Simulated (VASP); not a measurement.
# PbF2 (Pnma) in VASP: electric field gradients with PBE

Aim: the electric field gradients of PbF2 with PBE.

Program: VASP 6.6.1. These are calculated values, not measurements. Logs are shortened: lines on timing, memory, paths and dates and some standing lists are left out, and cuts for length are marked.

### Step 1. The crystal as given

Symmetry: Pnma, No. 62, orthorhombic system. The conventional cell has a = 6.440 Å, b = 3.899 Å, c = 7.651 Å, α = 90.00°, β = 90.00°, γ = 90.00°. Pb (site symmetry m) has 7 F at 2.41 to 2.69 Å as nearest neighbours. F (site symmetry m) is surrounded by 4 Pb at 2.45 to 2.64 Å and 2 F at 2.81 Å. F (site symmetry m) is surrounded by 3 Pb at 2.41 to 2.69 Å.

### Step 2. Electric field gradients, PBE

The input, INCAR:

```
SYSTEM = PbF2
PREC     = Accurate       ! precision mode
ENCUT    = 520            ! plane-wave cutoff, eV
EDIFF    = 1E-8           ! SCF threshold, eV
ISMEAR   = -1             ! smearing method
SIGMA    = 0.02           ! smearing width, eV
LREAL    = .FALSE.        ! projectors in reciprocal space
LASPH    = .TRUE.         ! aspherical terms in the spheres
NELM     = 100            ! most SCF steps
ALGO     = Fast           ! electronic algorithm
ISIF     = 2              ! what is computed and relaxed
LWAVE    = .FALSE.        ! write WAVECAR
LCHARG   = .FALSE.        ! write CHGCAR
GGA      = PE             ! functional
LEFG     = .TRUE.       
NBANDS   = 68             ! bands
```

The input, KPOINTS:

```
regular mesh
0
G
  3 5 3
  0 0 0
```

The input, POSCAR:

```
PbF2
1.0
    6.4400000000      0.0000000000      0.0000000000
    0.0000000000      3.8990000000      0.0000000000
    0.0000000000      0.0000000000      7.6510000000
Pb F
4 8
Direct
    0.2527000000      0.2500000000      0.1042000000
    0.2473000000      0.7500000000      0.6042000000
    0.7527000000      0.2500000000      0.3958000000
    0.7473000000      0.7500000000      0.8958000000
    0.8623000000      0.2500000000      0.0631000000
    0.6377000000      0.7500000000      0.5631000000
    0.3623000000      0.2500000000      0.4369000000
    0.1377000000      0.7500000000      0.9369000000
    0.4662000000      0.2500000000      0.8457000000
    0.0338000000      0.7500000000      0.3457000000
    0.9662000000      0.2500000000      0.6543000000
    0.5338000000      0.7500000000      0.1543000000
```

Potentials or basis: VASP PAW PBE potentials, release 64 (Pb_d, F).

Run with:

```
cat potpaw_PBE.64/Pb_d/POTCAR potpaw_PBE.64/F/POTCAR > POTCAR
mpirun -np 1 vasp_std > vasp.out
```

OUTCAR:

```text
SYSTEM = PbF2
   PREC = Accurate
   ENCUT = 520
   EDIFF = 1E-8
   ISMEAR = -1
   LREAL = .FALSE.
   LASPH = .TRUE.
   NELM = 100
   ISIF = 2
   GGA = PE

 ion  position               nearest neighbor table
   1  0.253  0.250  0.104-   9 2.41   8 2.45   8 2.45   5 2.53   7 2.64  12 2.69  12 2.69   3 3.92
                             3 3.92   4 4.06   4 4.06   4 4.12   4 4.12
   2  0.247  0.750  0.604-  10 2.41   7 2.45   7 2.45   6 2.53   8 2.64  11 2.69  11 2.69   4 3.92
                             4 3.92   3 4.06   3 4.06   3 4.12   3 4.12
   3  0.753  0.250  0.396-  11 2.41   6 2.45   6 2.45   7 2.53   5 2.64  10 2.69  10 2.69   1 3.92
                             1 3.92   2 4.06   2 4.06   2 4.12   2 4.12
   4  0.747  0.750  0.896-  12 2.41   5 2.45   5 2.45   8 2.53   6 2.64   9 2.69   9 2.69   2 3.92
                             2 3.92   1 4.06   1 4.06   1 4.12   1 4.12
   5  0.862  0.250  0.063-   4 2.45   4 2.45   1 2.53   3 2.64
   6  0.638  0.750  0.563-   3 2.45   3 2.45   2 2.53   4 2.64
   7  0.362  0.250  0.437-   2 2.45   2 2.45   3 2.53   1 2.64
   8  0.138  0.750  0.937-   1 2.45   1 2.45   4 2.53   2 2.64
   9  0.466  0.250  0.846-   1 2.41   4 2.69   4 2.69
  10  0.034  0.750  0.346-   2 2.41   3 2.69   3 2.69
  11  0.966  0.250  0.654-   3 2.41   2 2.69   2 2.69
  12  0.534  0.750  0.154-   4 2.41   1 2.69   1 2.69

  LATTYP: Found a simple orthorhombic cell.
 ALAT       =     3.8990000000
 B/A-ratio  =     1.6517055655
 C/A-ratio  =     1.9622980251

  Lattice vectors:

 A1 = (   0.0000000000,  -3.8990000000,   0.0000000000)
 A2 = (   6.4400000000,   0.0000000000,   0.0000000000)
 A3 = (   0.0000000000,   0.0000000000,   7.6510000000)

Analysis of symmetry for initial positions (statically):
=====================================================================
 Subroutine PRICEL returns:
 Original cell was already a primitive cell.

 Routine SETGRP: Setting up the symmetry group for a
 simple orthorhombic supercell.

 Subroutine GETGRP returns: Found  8 space group operations
 (whereof  2 operations were pure point group operations)
 out of a pool of  8 trial point group operations.

The static configuration has the point symmetry S_2 .
 The point group associated with its full space group is D_2h.

Analysis of symmetry for dynamics (positions and initial velocities):
=====================================================================
 Subroutine PRICEL returns:
 Original cell was already a primitive cell.

 Routine SETGRP: Setting up the symmetry group for a
 simple orthorhombic supercell.

 Subroutine GETGRP returns: Found  8 space group operations
 (whereof  2 operations were pure point group operations)
 out of a pool of  8 trial point group operations.

The dynamic configuration has the point symmetry S_2 .
 The point group associated with its full space group is D_2h.

 Subroutine INISYM returns: Found  8 space group operations
 (whereof  2 operations are pure point group operations),
 and found     1 'primitive' translations

----------------------------------------------------------------------------------------

                                     Primitive cell

  volume of cell :     192.1132

  direct lattice vectors                    reciprocal lattice vectors
     6.440000000  0.000000000  0.000000000     0.155279503  0.000000000  0.000000000
     0.000000000  3.899000000  0.000000000     0.000000000  0.256476019  0.000000000
     0.000000000  0.000000000  7.651000000     0.000000000  0.000000000  0.130701869

  length of vectors
     6.440000000  3.899000000  7.651000000     0.155279503  0.256476019  0.130701869

  position of ions in fractional coordinates (direct lattice)
     0.252700000  0.250000000  0.104200000
     0.247300000  0.750000000  0.604200000
     0.752700000  0.250000000  0.395800000
     0.747300000  0.750000000  0.895800000
     0.862300000  0.250000000  0.063100000
     0.637700000  0.750000000  0.563100000
     0.362300000  0.250000000  0.436900000
     0.137700000  0.750000000  0.936900000
     0.466200000  0.250000000  0.845700000
     0.033800000  0.750000000  0.345700000
     0.966200000  0.250000000  0.654300000
     0.533800000  0.750000000  0.154300000

  ion indices of the primitive-cell ions
   primitive index   ion index
                 1           1
                 2           2
                 3           3
                 4           4
                 5           5
                 6           6
                 7           7
                 8           8
                 9           9
                10          10
                11          11
[... 68 lines left out ...]
   POTIM  = 0.5000    time-step for ionic-motion
   TEBEG  =    0.0;   TEEND  =   0.0 temperature during run
   PSTRESS=    0.0 pullay stress
   NELECT =     112.0000    total number of electrons
   NUPDOWN=      -1.0000    fix difference up-down
   EMIN   =  10.00;   EMAX   =-10.00  energy-range for DOS
   EFERMI =   0.00;   METHOD = LEGACY
   ISMEAR =    -1;   SIGMA  =   0.02  broadening in eV -4-tet -1-fermi 0-gaus
   EFERMI_NEDOS =   21; number of points for ismear=-14 and -15
   IALGO  =     68    algorithm
   IMIX   =      4    mixing-type and parameters
     AMIX     =   0.40;   BMIX     =  1.00
     AMIX_MAG =   1.60;   BMIX_MAG =  1.00
  volume/ion in A,a.u.               =      16.01       108.04
  Fermi-wavevector in a.u.,A,eV,Ry     =   1.367608  2.584405 25.447691  1.870353
  Thomas-Fermi vector in A             =   2.493646
   LORBIT       =      0    0 simple, 1 ext, 2 COOP (PROOUT), +10 PAW based schemes
   GGA     = PE    functional components
   LHFCALC =     F    Hartree Fock is set to
   AEXX    =    0.0000 exact exchange contribution
   IVDW    =     0    specifies the selected vdW correction
   LEPSILON=     F    determine dielectric tensor
   LRPA    =     F    only Hartree local field effects (RPA)
 non-spin polarized calculation
 RMM-DIIS sequential band-by-band and
  energy-cutoff  :      520.00
  volume of cell :      192.11
 maximum number of plane-waves:      5192
 NGX is ok and might be reduce to    48
   NGX = 23   NGY = 15   NGZ = 29

 number of electron     111.9999962 magnetization

 Free energy of the ion-electron system (eV)
  ---------------------------------------------------
  ext. energy  EPLUGINS =         0.00000000
  ---------------------------------------------------
  free energy    TOTEN  =       -57.01364037 eV

  energy without entropy =      -57.01364037  energy(sigma->0) =      -57.01364037

 E-fermi :   3.0967     XC(G=0):  -9.9908

 val. band max:        2.6417550251   @ k =   0.0000   0.4000   0.0000
 cond. band min:       7.0010453558   @ k =   0.0000   0.0000   0.0000
 fundamental gap:      4.3592903308
 Fermi energy:         3.0966673331

 k-point     1 :       0.0000    0.0000    0.0000
  band No.  band energies     occupation
      1     -18.8042      2.00000
      2     -18.7046      2.00000
      3     -18.4488      2.00000
      4     -18.4362      2.00000
      5     -18.0466      2.00000
      6     -18.0338      2.00000
[... 841 lines left out ...]
     67      10.3967      0.00000
     68      10.5450      0.00000

------------------------ aborting loop because EDIFF is reached ----------------------------------------

  FORCE on cell =-STRESS in cart. coord.  units (eV):
  Direction    XX          YY          ZZ          XY          YZ          ZX
  --------------------------------------------------------------------------------------
  -------------------------------------------------------------------------------------
  Total        3.4172401      3.2737333      3.6143773     -0.0000000      0.0000000      0.0000000
  in kB       28.4989445     27.3021326     30.1430205     -0.0000000      0.0000000      0.0000000
  external PRESSURE =      28.6480325 kB  Pullay stress =       0.0000000 kB

 VOLUME and BASIS-vectors are now :
 -----------------------------------------------------------------------------
  energy-cutoff  :      520.00
  volume of cell :      192.11
      direct lattice vectors                 reciprocal lattice vectors
     6.440000000  0.000000000  0.000000000     0.155279503  0.000000000  0.000000000
     0.000000000  3.899000000  0.000000000     0.000000000  0.256476019  0.000000000
     0.000000000  0.000000000  7.651000000     0.000000000  0.000000000  0.130701869

 POSITION                                       TOTAL-FORCE (eV/Angst)
 -----------------------------------------------------------------------------------
      1.62739      0.97475      0.79723         0.098817     -0.000000      0.124066
      1.59261      2.92425      4.62273        -0.098817      0.000000      0.124066
      4.84739      0.97475      3.02827         0.098817     -0.000000     -0.124066
      4.81261      2.92425      6.85377        -0.098817      0.000000     -0.124066
      5.55321      0.97475      0.48278        -0.030602     -0.000000      0.049204
      4.10679      2.92425      4.30828         0.030602      0.000000      0.049204
      2.33321      0.97475      3.34272        -0.030602      0.000000     -0.049204
      0.88679      2.92425      7.16822         0.030602     -0.000000     -0.049204
      3.00233      0.97475      6.47045         0.088694     -0.000000     -0.084845
      0.21767      2.92425      2.64495        -0.088694     -0.000000     -0.084845
      6.22233      0.97475      5.00605         0.088694      0.000000      0.084845
      3.43767      2.92425      1.18055        -0.088694      0.000000      0.084845
 -----------------------------------------------------------------------------------
    total drift:                                0.000000     -0.000000     -0.000000

  FREE ENERGIE OF THE ION-ELECTRON SYSTEM (eV)
  ---------------------------------------------------
  free  energy   TOTEN  =       -57.0136403690 eV

  energy  without entropy=      -57.0136403690  energy(sigma->0) =      -57.01364037

 Electric field gradients (V/A^2)
---------------------------------------------------------------------
 ion       V_xx      V_yy      V_zz      V_xy      V_xz      V_yz
---------------------------------------------------------------------
   1      23.091    21.306   -44.397    -0.000    17.401     0.000
   2      23.091    21.306   -44.397     0.000   -17.401    -0.000
   3      23.091    21.306   -44.397    -0.000   -17.401    -0.000
   4      23.091    21.306   -44.397     0.000    17.401    -0.000
   5      -7.496     7.462     0.034     0.000    18.169     0.000
   6      -7.496     7.462     0.034     0.000   -18.169     0.000
   7      -7.496     7.462     0.034    -0.000   -18.169    -0.000
   8      -7.496     7.462     0.034    -0.000    18.169    -0.000
   9       4.241    -4.779     0.538     0.000   -11.939    -0.000
  10       4.241    -4.779     0.538    -0.000    11.939     0.000
  11       4.241    -4.779     0.538     0.000    11.939     0.000
  12       4.241    -4.779     0.538    -0.000   -11.939    -0.000
---------------------------------------------------------------------

 Electric field gradients after diagonalization (V/A^2)
 (convention: |V_zz| > |V_xx| > |V_yy|)
----------------------------------------------------------------------
 ion       V_xx      V_yy      V_zz     asymmetry (V_yy - V_xx)/ V_zz
----------------------------------------------------------------------
   1      27.313    21.306   -48.619       0.124
   2      27.313    21.306   -48.619       0.124
   3      27.313    21.306   -48.619       0.124
   4      27.313    21.306   -48.619       0.124
   5      14.824     7.462   -22.286       0.330
   6      14.824     7.462   -22.286       0.330
   7      14.824     7.462   -22.286       0.330
   8      14.824     7.462   -22.286       0.330
   9      -9.692    -4.779    14.471       0.340
  10      -9.692    -4.779    14.471       0.340
  11      -9.692    -4.779    14.471       0.340
  12      -9.692    -4.779    14.471       0.340
----------------------------------------------------------------------

           NMR quadrupolar parameters

 Cq : quadrupolar parameter    Cq=e*Q*V_zz/h
 eta: asymmetry parameters     (V_yy - V_xx)/ V_zz
 Q  : nuclear electric quadrupole moment in mb (millibarn)
----------------------------------------------------------------------
 ion       Cq(MHz)       eta       Q (mb)
----------------------------------------------------------------------
   1      -0.118       0.124       1.000
   2      -0.118       0.124       1.000
   3      -0.118       0.124       1.000
   4      -0.118       0.124       1.000
   5      -0.054       0.330       1.000
   6      -0.054       0.330       1.000
   7      -0.054       0.330       1.000
   8      -0.054       0.330       1.000
   9       0.035       0.340       1.000
  10       0.035       0.340       1.000
  11       0.035       0.340       1.000
  12       0.035       0.340       1.000
----------------------------------------------------------------------
```

It took 3.6 min on 1 thread of Intel Xeon Platinum 8488C (Sapphire Rapids), shared host; peak memory 0.34 GiB.

What came out:

```yaml
Free_energy: -57.0136 eV
Pressure: 2.9 GPa
Largest_force: 0.159 eV/Å
Band_gap_on_the_k_mesh: 4.36 eV, indirect (least direct gap 4.58 eV)
```

Forces on the atoms (eV/Å):
```
Pb   0.099  0.000  0.124
Pb  -0.099  0.000  0.124
Pb   0.099  0.000 -0.124
Pb  -0.099  0.000 -0.124
F   -0.031  0.000  0.049
F    0.031  0.000  0.049
F   -0.031  0.000 -0.049
F    0.031  0.000 -0.049
F    0.089  0.000 -0.085
F   -0.089  0.000 -0.085
F    0.089  0.000  0.085
F   -0.089  0.000  0.085
```

Electric field gradients, principal values (V/Å²):
| atom | Vxx | Vyy | Vzz |
| --- | --- | --- | --- |
| 1 Pb | 21.306 | 27.313 | -48.619 |
| 2 Pb | 21.306 | 27.313 | -48.619 |
| 3 Pb | 21.306 | 27.313 | -48.619 |
| 4 Pb | 21.306 | 27.313 | -48.619 |
| 5 F | 7.462 | 14.824 | -22.286 |
| 6 F | 7.462 | 14.824 | -22.286 |
| 7 F | 7.462 | 14.824 | -22.286 |
| 8 F | 7.462 | 14.824 | -22.286 |
| 9 F | -4.779 | -9.692 | 14.471 |
| 10 F | -4.779 | -9.692 | 14.471 |
| 11 F | -4.779 | -9.692 | 14.471 |
| 12 F | -4.779 | -9.692 | 14.471 |

Caveat: spin-orbit coupling is left out, which as a rule narrows the gap of such compounds by several tenths of an eV; an odd mesh through Γ misses points on the zone boundary, where band edges often lie.
